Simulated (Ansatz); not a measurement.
# Transmission past a defect: Mo wire along [100], 4 atoms a period, Ti in place of one Mo, part 2 of 3

Aim: how much does this defect scatter, and at which energies?

Ansatz 0.2.0; DFT PBE, plane waves, PAW; relaxation of a wire's period (the session's first sound run).

So far. Step 2 (Relaxing the period): The cell's length comes to 3.059 Å with spin left out.

### Step 3. The perfect wire

This step: DFT PBE, plane waves, PAW; channels and complex bands of a perfect wire (Ansatz 0.2.0).

At the relaxed period the Bloch states of the perfect wire are found at each energy: those that move forward count the open channels, and those that decay describe how a disturbance dies away inside the wire itself. An energy step of 0.035 eV is under the 0.039 eV that the program asks for its thermal average at 300 K.

File input.yaml:

```yaml
crystal:
  lattice:
    - [9.96, 0.0, 0.0]
    - [0.0, 9.96, 0.0]
    - [0.0, 0.0, 3.0593237114]
  atoms:
    - { symbol: Mo, position: [0.358203969, 0.5, 0.0] }
    - { symbol: Mo, position: [0.641796031, 0.5, 0.0] }
    - { symbol: Mo, position: [0.5, 0.358203969, 0.5] }
    - { symbol: Mo, position: [0.5, 0.641796031, 0.5] }
kpoints:
  mp_grid: { grid: [1, 1, 27] }
scf:
  occupations: { method: fermi_dirac, width: 0.05 }
hamiltonian:
  xc: pbe
output:
  transmission:
    e_range: [-1.26, 1.26]
    de: 0.035
    kmesh: [1, 1]
    reduced_basis: true
    leads: [[0, 0]]
basis:
  ecutwfc: "350 eV"
```

Started as:

```console
$ ansatz run input.yaml --threads 4 --pin off --max-ram 16384MiB --backend cpu --events-out ev --progress --plain --runs-dir out
```

Numbers of over 12 decimals in the logs are rounded to 6 here.

What it wrote:

```text
Warning: basis.ecutwfc = 350 eV is below the records' recommended 420 eV, and the density's cutoff is lower with it unless basis.ecutrho_ratio is high enough to keep the records' density cutoff: compare with a run at a higher cutoff
[...]
Crystal: 4 atoms, lattice volume = 303.490 Å³
Basis set: ecut = 350 eV, 4501 PW (Γ)
Bands: 34, of which v1, the nominal top of the filled ones, is band 28 counted from 1 (27 counted from 0)
Symmetry: 16 space group operations
[...]
k-points: 14 of 27
[...]
SCF iter   1: F=—  HF=-19815.403759 eV  |F-HF|=—  |Δ(HF+E_count)|=         —  Δρ=6.60e-3  dr2=7.62e-2  ethr=1.77e-3  ⟨swp⟩=8.6  Hψ=2275  notcnv=0
[...]
SCF iter   8: F=-19815.405648 eV  HF=-19815.405648 eV  |F-HF|=1.24e-8  |Δ(HF+E_count)|=   2.73e-7  Δρ=2.06e-6  dr2=1.76e-8  ethr=1.79e-10  ⟨swp⟩=4.9  Hψ=1457  notcnv=0
SCF 1 converged in 8 iterations: F = -19815.405648 eV  dr2 = 1.76e-8
[...]
transmission: 4 of 24 steps passed
transmission: 8 of 24 steps passed
[...]
transmission: 24 of 24 steps passed
SCF converged after 8 iterations
Free energy (F): -19815.405648 eV
[...]
Internal energy: -19815.379168 eV  (E = F + TS)
E sigma→0 (E₀):  -19815.392408 eV
Entropy (-TS):   -0.026481 eV (-6.620 meV/atom)
Fermi energy:    1.860546 eV
[...]
--- Band table (eV; the first three rows and the last of 14) ---
  k-point 0: bands = [... 24 lower, 0.5337, 0.5337, 0.9573, 0.9573, 1.4288, 2.0304, 2.0304, 2.0829, ... 2 higher]
  k-point 1: bands = [... 24 lower, 0.3860, 0.5162, 1.1120, 1.1120, 1.4744, 2.0279, 2.0279, 2.1046, ... 2 higher]
  k-point 2: bands = [... 24 lower, 0.1400, 0.5365, 1.3696, 1.3696, 1.6020, 2.0229, 2.0229, 2.1692, ... 2 higher]
  k-point 13: bands = [... 24 lower, 0.9480, 0.9579, 2.0745, 2.0745, 2.1039, 2.1642, 3.1179, 3.2027, ... 2 higher]
--- Transmission ---
  basis      : 725 plane waves across, 4 finite elements along
  points     : 1, standing for a mesh of 1 x 1
  filling    : by the input's occupations and mesh, since the crystals that have channels conduct as metals do. If one of these is a semiconductor, that mesh has misplaced its level
  energies   : 73 from -1.260000 to 1.260000 eV about the Fermi level, 0.035000 eV apart; the leads are filled to 0.000000 eV, and channels, transmission and decay are at 0.000000 eV
  crystal 0  : Mo4, at the sites [0, 0], period 3.0593 Å: whole cells are its period
    offset         : up to 0.0000 Å between an atom of the period and one for which it stands
    filled         : 17.6 meV under the level at which it is neutral
    channels       : 3.000000e0 a spin
    conductance    : 2.3473e14 S/m² at 300 K; may be off by some 0.0 % by where its bands' edges are placed, 0.2 % from the distance to neutral
```

Wall time 62 s (4 threads of Arm Neoverse V1, shared host); peak memory 1.1 GiB.

In the SCF lines HF is the Harris–Foulkes energy and dr2 the Hartree energy of the density residual, in eV; the loop may stop once dr2 is under the threshold and the program's other checks hold. Hψ counts applications of the Hamiltonian.

This step gave:

* energy at zero smearing: -19815.3924 eV
* channels at the energy nearest the Fermi level, one spin: 3
* conductance of the lead as this run defines it: 3.005 G₀
* band gap: 0 eV

Open channels of the lead, one spin against energy, zero at the Fermi level:

```csv
energy (eV),"open channels of the lead, one spin"
-1.26,4
-1.19,2
-1.12,2
-1.05,2
-0.98,2
-0.91,2
-0.84,2
-0.77,2
-0.70,6
-0.63,6
-0.59,6
-0.53,6
-0.46,6
-0.39,7
-0.32,7
-0.24,3
-0.17,3
-0.10,3
-0.04,3
0.00,3
0.04,3
0.10,3
0.17,5
0.24,6
0.32,6
0.39,6
0.46,6
0.53,8
0.59,8
0.63,8
0.70,6
0.77,6
0.84,8
0.91,8
0.98,6
1.05,7
1.12,7
1.19,9
1.26,9
```

The slowest values at each energy, most degenerate partners merged, listed up to 1.5 1/Å. The Im kz of the slowest decaying states by energy, zero at the Fermi level:

```csv
energy (eV),decay 1 (Å⁻¹),decay 2 (Å⁻¹),decay 3 (Å⁻¹),decay 4 (Å⁻¹)
-1.190,0.0509,0.136,0.165,0.257
-1.085,0.0535,0.148,0.193,0.246
-1.015,0.0475,0.134,0.215,0.236
-0.910,0.0129,0.107,0.219,0.236
-0.805,0.0599,0.0720,0.199,0.249
-0.700,0.106,0.172,0.256,0.347
-0.595,0.129,0.138,0.259,0.348
-0.490,0.0839,0.145,0.259,0.348
-0.385,0.157,0.255,0.346,0.346
-0.315,0.163,0.251,0.332,0.343
-0.210,0.0471,0.169,0.242,0.309
-0.105,0.0780,0.170,0.230,0.282
0.000,0.0896,0.167,0.215,0.241
0.105,0.0833,0.156,0.176,0.195
0.210,0.0567,0.0943,0.130,0.170
0.315,0.0759,0.136,0.216,0.231
0.385,0.102,0.105,0.230,0.237
0.490,0.130,0.216,0.259,0.261
0.595,0.151,0.188,0.238,0.275
0.700,0.0230,0.139,0.167,0.209
0.805,0.0627,0.171,0.181,0.297
0.910,0.0689,0.0961,0.116,0.192
1.015,0.0590,0.141,0.144,0.202
1.085,0.0405,0.162,0.183,0.207
1.190,0.187,0.214,0.224,0.324
```

By hand: the program gives 2.3473 × 10^14 S/m² over the cell's cross-section of 99.20 Å² = 9.920 × 10^-19 m², so one cell conducts 2.329 × 10^-4 S. Divided by G0 = 2e²/h = 7.748 × 10^-5 S this is 3.01 G0, a resistance of 4.29 kΩ.

At the computed energy nearest the Fermi level there are 3 channels a spin, and the thermal average gives 3.01 G₀.

### Step 4. Relaxation of the scattering region

This step: DFT PBE, plane waves, PAW; relaxation of a junction in a wire, ends held (Ansatz 0.2.0).

System of this step: Mo wire along [100], 4 atoms a period, Ti in place of one Mo. The cell holds 36 atoms: 35 Mo and 1 Ti. Its edges and angles: a = 9.960 Å, b = 9.960 Å, c = 27.534 Å, α = 90.0°, β = 90.0°, γ = 90.0°. Regions: held atoms, 24 atoms (24 Mo); free atoms, 12 atoms (11 Mo and 1 Ti). Vacuum lies along a and b. The structure's axis is c.

12 atoms at the defect are free to relax, while 24 stay where the perfect wire has them, so that the ends still repeat as a lead. The cutoff is set under the files' recommended one to save time.

File input.yaml:

```yaml
crystal:
  lattice:
    - [9.96, 0.0, 0.0]
    - [0.0, 9.96, 0.0]
    - [0.0, 0.0, 27.5339134027]
  atoms:
    - { symbol: Mo, position: [0.358203969, 0.5, 0.0] }
    - { symbol: Mo, position: [0.641796031, 0.5, 0.0] }
    - { symbol: Mo, position: [0.5, 0.358203969, 0.055555556] }
    - { symbol: Mo, position: [0.5, 0.641796031, 0.055555556] }
    - { symbol: Mo, position: [0.358203969, 0.5, 0.111111111] }
    - { symbol: Mo, position: [0.641796031, 0.5, 0.111111111] }
    - { symbol: Mo, position: [0.5, 0.358203969, 0.166666667] }
    - { symbol: Mo, position: [0.5, 0.641796031, 0.166666667] }
    - { symbol: Mo, position: [0.358203969, 0.5, 0.222222222] }
    - { symbol: Mo, position: [0.641796031, 0.5, 0.222222222] }
    - { symbol: Mo, position: [0.5, 0.358203969, 0.277777778] }
    - { symbol: Mo, position: [0.5, 0.641796031, 0.277777778] }
    - { symbol: Mo, position: [0.358203969, 0.5, 0.333333333] }
    - { symbol: Mo, position: [0.641796031, 0.5, 0.333333333] }
    - { symbol: Mo, position: [0.5, 0.358203969, 0.388888889] }
    - { symbol: Mo, position: [0.5, 0.641796031, 0.388888889] }
    - { symbol: Mo, position: [0.358203969, 0.5, 0.444444444] }
    - { symbol: Mo, position: [0.641796031, 0.5, 0.444444444] }
    - { symbol: Ti, position: [0.5, 0.358203969, 0.5], spin: 2.0 }
    - { symbol: Mo, position: [0.5, 0.641796031, 0.5] }
    - { symbol: Mo, position: [0.358203969, 0.5, 0.555555556] }
    - { symbol: Mo, position: [0.641796031, 0.5, 0.555555556] }
    - { symbol: Mo, position: [0.5, 0.358203969, 0.611111111] }
    - { symbol: Mo, position: [0.5, 0.641796031, 0.611111111] }
    - { symbol: Mo, position: [0.358203969, 0.5, 0.666666667] }
    - { symbol: Mo, position: [0.641796031, 0.5, 0.666666667] }
    - { symbol: Mo, position: [0.5, 0.358203969, 0.722222222] }
    - { symbol: Mo, position: [0.5, 0.641796031, 0.722222222] }
    - { symbol: Mo, position: [0.358203969, 0.5, 0.777777778] }
    - { symbol: Mo, position: [0.641796031, 0.5, 0.777777778] }
    - { symbol: Mo, position: [0.5, 0.358203969, 0.833333333] }
    - { symbol: Mo, position: [0.5, 0.641796031, 0.833333333] }
    - { symbol: Mo, position: [0.358203969, 0.5, 0.888888889] }
    - { symbol: Mo, position: [0.641796031, 0.5, 0.888888889] }
    - { symbol: Mo, position: [0.5, 0.358203969, 0.944444444] }
    - { symbol: Mo, position: [0.5, 0.641796031, 0.944444444] }
magnetization:
  spin_polarized: true
kpoints:
  mp_grid: { grid: [1, 1, 1] }
scf:
  occupations: { method: fermi_dirac, width: 0.1 }
hamiltonian:
  xc: pbe
relax:
  constraints:
    - { sites: [0, 1, 2, 3, 4, 5, 6, 7, 8, 9, 10, 11, 24, 25, 26, 27, 28, 29, 30, 31, 32, 33, 34, 35] }
  f_tol: 0.06
  max_steps: 35
basis:
  ecutwfc: "350 eV"
```

What it wrote:

```text
[...]
Warning: crystal.symmetry: narrowed to the stabiliser of the relax constraints — unitary ops 4 → 2; lowered at sites 12, 13, 24, 25 (the operations that carried what is held of a site onto what its image site leaves free; the constrained walk keeps no symmetry that its constraints do not admit)
[...]
Crystal: 36 atoms, lattice volume = 2731.408 Å³
Basis set: ecut = 350 eV, 40561 PW (Γ), exchange–correlation on 128×128×360 points (8 copies of the dense FFT grid, shifted against one another)
Bands: 303, of which v1, the nominal top of the filled ones, is band 251 counted from 1 (250 counted from 0)
Symmetry: 2 space group operations
k-points: 1
[...]
Starting moments: Σ|m| = 2 μB on 1 of 36 sites
[...]
SCF iter   1: F=—  HF=-175929.854436 eV  |F-HF|=—  |Δ(HF+E_count)|=         —  Δρ=2.45e-2 (↑2.37e-2 ↓2.45e-2)  dr2=1.97e2  dr2_m=5.16e-1  M=0.528 μB ∫|m|=1.835 μB  β_m=0.30  ethr=3.10e-3  ⟨swp⟩=8.0  Hψ=2599  notcnv=0
[...]
spin=Collinear: LDOS preconditioning applied to the charge; magnetization (m = ρ↑ − ρ↓) channel mixes plain (no charge-response kernel on spin).
SCF iter   2: F=—  HF=-175890.645391 eV  |F-HF|=—  |Δ(HF+E_count)|=    3.92e1  Δρ=1.41e-2 (↑1.32e-2 ↓1.41e-2)  dr2=4.06e1  dr2_m=4.06e-1  M=0.478 μB ∫|m|=1.607 μB  β_m=0.41  ethr=3.10e-3  ⟨swp⟩=3.0  Hψ=1462  notcnv=0
[...]
SCF iter  17: F=-175883.849586 eV  HF=-175883.849586 eV  |F-HF|=3.19e-7  |Δ(HF+E_count)|=   3.79e-6  Δρ=4.47e-6 (↑3.47e-6 ↓4.47e-6)  dr2=9.32e-7  dr2_m=3.13e-7  M=0.006 μB ∫|m|=0.033 μB  ethr=1.53e-10  ⟨swp⟩=3.0  Hψ=1190  notcnv=0
WARN: the starting moments were not kept: the SCF closed with an absolute magnetisation of 3.3e-2 μB, where they sum to 2 μB in size (1 site). That is at most 0.1 of that sum. Measured as dr2_m measures the in/out step, that magnetisation stands 9.2e-6 eV from none, at or under the dr2_threshold of 9.0e-5 eV: it is no larger than a step whose dr2_m would equal this threshold. The system may hold no moment; this SCF s [...]
SCF 1 converged in 17 iterations: F = -175883.849586 eV  dr2 = 9.32e-7
[...]
relax step   1: F+E_penalty+E_count = -175883.84958603 eV  Δ(F+E_penalty+E_count) = +0.000e0 eV  max|allowed force component| = 7.428e-1 eV/Å  Δτ_max = 0.0000 Å  (17 SCF iters, dr2 threshold 9.00e-5 eV, accepted)
[...]
Starting moments: Σ|m| = 2 μB on 1 of 36 sites; this step starts from the density that it was given
[...]
SCF iter   8: F=-175883.770314 eV  HF=-175883.770316 eV  |F-HF|=2.82e-6  |Δ(HF+E_count)|=   3.49e-6  Δρ=5.00e-6 (↑4.15e-6 ↓5.00e-6)  dr2=4.68e-6  dr2_m=1.27e-7  M=0.005 μB ∫|m|=0.020 μB  ethr=4.96e-9  ⟨swp⟩=2.0  Hψ=1730  notcnv=0
the starting moments were not kept: the SCF closed with an absolute magnetisation of 1.9e-2 μB, where they sum to 2 μB in size (1 site). That is at most 0.1 of that sum. Measured as dr2_m measures the in/out step, that magnetisation stands 3.6e-6 eV from none, at or under the dr2_threshold of 3.4e-5 eV: it is no larger than a step whose dr2_m would equal this threshold.
SCF 2 converged in 8 iterations: F = -175883.770314 eV  dr2 = 4.68e-6
relax step   2: F+E_penalty+E_count = -175883.77031358 eV  Δ(F+E_penalty+E_count) = +7.927e-2 eV  max|allowed force component| = 6.175e-1 eV/Å  Δτ_max = 0.1229 Å  (8 SCF iters, dr2 threshold 3.45e-5 eV, rejected (line search))
SCF iter   1: F=—  HF=-175883.899088 eV  |F-HF|=—  |Δ(HF+E_count)|=         —  Δρ=1.86e-3 (↑1.85e-3 ↓1.86e-3)  dr2=3.39e-1  dr2_m=3.32e-2  M=-0.002 μB ∫|m|=0.046 μB  β_m=0.30  ethr=6.68e-4  ⟨swp⟩=4.0  Hψ=1138  notcnv=0
[...]
SCF iter  15: F=-175883.891683 eV  HF=-175883.891683 eV  |F-HF|=2.62e-10  |Δ(HF+E_count)|=   7.77e-9  Δρ=1.39e-7 (↑1.36e-7 ↓1.39e-7)  dr2=7.30e-10  dr2_m=4.20e-10  M=0.000 μB ∫|m|=0.002 μB  ethr=1.29e-12  ⟨swp⟩=1.0  Hψ=2500  notcnv=0
[...]
SCF 3 converged in 15 iterations: F = -175883.891683 eV  dr2 = 7.30e-10
relax step   3: F+E_penalty+E_count = -175883.89168323 eV  Δ(F+E_penalty+E_count) = -4.210e-2 eV  max|allowed force component| = 1.704e-1 eV/Å  Δτ_max = 0.0612 Å  (15 SCF iters, accepted)
[...]
relax step   4: F+E_penalty+E_count = -175883.89525314 eV  Δ(F+E_penalty+E_count) = -3.570e-3 eV  max|allowed force component| = 1.877e-1 eV/Å  Δτ_max = 0.0374 Å  (14 SCF iters, accepted)
[...]
relax step   5: F+E_penalty+E_count = -175883.89805426 eV  Δ(F+E_penalty+E_count) = -2.801e-3 eV  max|allowed force component| = 1.652e-1 eV/Å  Δτ_max = 0.0293 Å  (12 SCF iters, accepted)
[...]
relax step   6: F+E_penalty+E_count = -175883.90157315 eV  Δ(F+E_penalty+E_count) = -3.519e-3 eV  max|allowed force component| = 5.479e-2 eV/Å  Δτ_max = 0.0109 Å  (5 SCF iters, dr2 threshold 2.11e-5 eV, accepted)
[...]
SCF iter   5: F=-175883.901575 eV  HF=-175883.901575 eV  |F-HF|=2.27e-9  |Δ(HF+E_count)|=   3.84e-9  Δρ=1.85e-7 (↑1.60e-7 ↓1.85e-7)  dr2=4.42e-9  dr2_m=2.91e-10  M=0.000 μB ∫|m|=0.001 μB  ethr=5.76e-12  ⟨swp⟩=1.5  Hψ=1547  notcnv=0
[...]
SCF 7 converged in 5 iterations: F = -175883.901575 eV  dr2 = 4.42e-9
relax step   7: F+E_penalty+E_count = -175883.90157505 eV  Δ(F+E_penalty+E_count) = -1.903e-6 eV  max|allowed force component| = 5.493e-2 eV/Å  Δτ_max = 0.0000 Å  (5 SCF iters, accepted)
SCF converged after 5 iterations
Magnetization: 0.0001 μB (251.0001 up, 250.9999 down)
Absolute magnetization: 0.0006 μB (∫|ρ↑−ρ↓|, with the PAW one-centre terms)
[...]
Per-site moments (μB) at R_I (Å): [(3.968248255293415e-7, 1.037746), (3.968248255253726e-7, 1.037746), (1.660076496321027e-6, 1.037746), (-3.1398002294378414e-6, 1.037746), (8.138894923989078e-8, 1.037746), (8.138894923245488e-8, 1.037746), (3.8400300112058495e-6, 1.037746), (-5.967635514422033e-6, 1.037746), (5.052822431981967e-7, 1.037746), (5.052822431946524e-7, 1.037746), (6.7486997614699175e-6, 1.037337), (-1.66 [...]
Free energy (F): -175883.901575 eV
[...]
Internal energy: -175882.252460 eV  (E = F + TS)
E sigma→0 (E₀):  -175883.077018 eV
Entropy (-TS):   -1.649115 eV (-45.809 meV/atom)
Fermi energy:    1.771527 eV
[...]
--- Forces (eV/Å), atoms counted from 1 ---
  atom   1  Mo    -0.08855353     0.01022676    -0.00233521
  atom   2  Mo     0.08855353     0.01022676    -0.00233521
  atom   3  Mo     0.00000000    -0.08711449     0.01817258
  atom   4  Mo     0.00000000     0.09053209    -0.00333250
  atom   5  Mo    -0.10497508     0.00773814    -0.02997415
  atom   6  Mo     0.10497508     0.00773814    -0.02997415
  atom   7  Mo     0.00000000    -0.07690027     0.05030780
  atom   8  Mo     0.00000000     0.04475518     0.05394031
  atom   9  Mo    -0.12671269     0.00076598    -0.07185970
  atom  10  Mo     0.12671269     0.00076598    -0.07185970
  atom  11  Mo     0.00000000    -0.05621901     0.14407075
  atom  12  Mo     0.00000000     0.05837319     0.11816057
  atom  13  Mo    -0.00865148    -0.01084194     0.01017495
  atom  14  Mo     0.00865148    -0.01084194     0.01017495
  atom  15  Mo     0.00000000    -0.00714229    -0.05493250
  atom  16  Mo     0.00000000     0.05414195     0.04973557
  atom  17  Mo     0.02280949    -0.01873639    -0.00023419
  atom  18  Mo    -0.02280949    -0.01873639    -0.00023419
  atom  19  Ti     0.00000000     0.02814217     0.00613527
  atom  20  Mo     0.00000000    -0.00996962    -0.01468792
  atom  21  Mo    -0.00216484    -0.01324961    -0.00824949
  atom  22  Mo     0.00216484    -0.01324961    -0.00824949
  atom  23  Mo     0.00000000     0.00162957     0.04873199
  atom  24  Mo     0.00000000     0.02416423    -0.00710554
  atom  25  Mo     0.04206704     0.02927006     0.03781062
  atom  26  Mo    -0.04206704     0.02927006     0.03781062
  atom  27  Mo     0.00000000    -0.08513919    -0.14163208
  atom  28  Mo     0.00000000    -0.02826800    -0.13735364
  atom  29  Mo    -0.11510196     0.02241840     0.02580589
  atom  30  Mo     0.11510196     0.02241840     0.02580589
  atom  31  Mo     0.00000000    -0.07298141    -0.04022911
  atom  32  Mo     0.00000000     0.05428207    -0.05152127
  atom  33  Mo    -0.10252871     0.00447961     0.02198069
  atom  34  Mo     0.10252871     0.00447961     0.02198069
  atom  35  Mo     0.00000000    -0.08626257    -0.01262278
  atom  36  Mo     0.00000000     0.08975972     0.00788768
  max |Σ_I F_I| component: 7.46e-5 eV/Å
--- Relaxed structure (7 steps of the walk, 6 accepted, 0 SCFs on fresh bases) ---
  F+E_penalty+E_count = -175883.90157505 eV   max|allowed force component| = 5.493e-2 eV/Å
  atoms:
    - { symbol: Mo, position: [0.358203969, 0.500000, 0.0] }
    - { symbol: Mo, position: [0.641796031, 0.500000, 0.0] }
    - { symbol: Mo, position: [0.500000, 0.358203969, 0.055556] }
    - { symbol: Mo, position: [0.500000, 0.641796031, 0.055556] }
    - { symbol: Mo, position: [0.358203969, 0.500000, 0.111111] }
    - { symbol: Mo, position: [0.641796031, 0.500000, 0.111111] }
    - { symbol: Mo, position: [0.500000, 0.358203969, 0.166666667] }
    - { symbol: Mo, position: [0.500000, 0.641796031, 0.166666667] }
    - { symbol: Mo, position: [0.358203969, 0.500000, 0.222222] }
    - { symbol: Mo, position: [0.641796031, 0.500000, 0.222222] }
    - { symbol: Mo, position: [0.500000, 0.358203969, 0.277777778] }
    - { symbol: Mo, position: [0.500000, 0.641796031, 0.277777778] }
    - { symbol: Mo, position: [0.358310, 0.500886, 0.333012] }
    - { symbol: Mo, position: [0.641690, 0.500886, 0.333012] }
    - { symbol: Mo, position: [0.500000, 0.356078, 0.388666] }
    - { symbol: Mo, position: [0.500000, 0.638205, 0.390903] }
    - { symbol: Mo, position: [0.356900, 0.496258, 0.444291] }
    - { symbol: Mo, position: [0.643100, 0.496258, 0.444291] }
    - { symbol: Ti, position: [0.500000, 0.348773, 0.499940] }
    - { symbol: Mo, position: [0.500000, 0.637367, 0.500021] }
    - { symbol: Mo, position: [0.357054, 0.495973, 0.555465] }
    - { symbol: Mo, position: [0.642946, 0.495973, 0.555465] }
    - { symbol: Mo, position: [0.500000, 0.355494, 0.611567] }
    - { symbol: Mo, position: [0.500000, 0.637852, 0.608784] }
    - { symbol: Mo, position: [0.358203969, 0.500000, 0.666667] }
    - { symbol: Mo, position: [0.641796031, 0.500000, 0.666667] }
    - { symbol: Mo, position: [0.500000, 0.358203969, 0.722222] }
    - { symbol: Mo, position: [0.500000, 0.641796031, 0.722222] }
    - { symbol: Mo, position: [0.358203969, 0.500000, 0.777777778] }
    - { symbol: Mo, position: [0.641796031, 0.500000, 0.777777778] }
    - { symbol: Mo, position: [0.500000, 0.358203969, 0.833333333] }
    - { symbol: Mo, position: [0.500000, 0.641796031, 0.833333333] }
    - { symbol: Mo, position: [0.358203969, 0.500000, 0.888888889] }
    - { symbol: Mo, position: [0.641796031, 0.500000, 0.888888889] }
    - { symbol: Mo, position: [0.500000, 0.358203969, 0.944444] }
    - { symbol: Mo, position: [0.500000, 0.641796031, 0.944444] }
```

Wall time 5.6 min (4 threads); peak memory 3.4 GiB.

[end of part 2 of 3]

[Logs are printed without paths, hosts, clocks, repeated set-up lines and the standing remarks that a program may print on its own settings, such as how far it seeks lower states.]

[Hosts, paths, dates, database ids (printed as entryN), source tags and the programs' standing remarks are cut or masked in the printed files.]
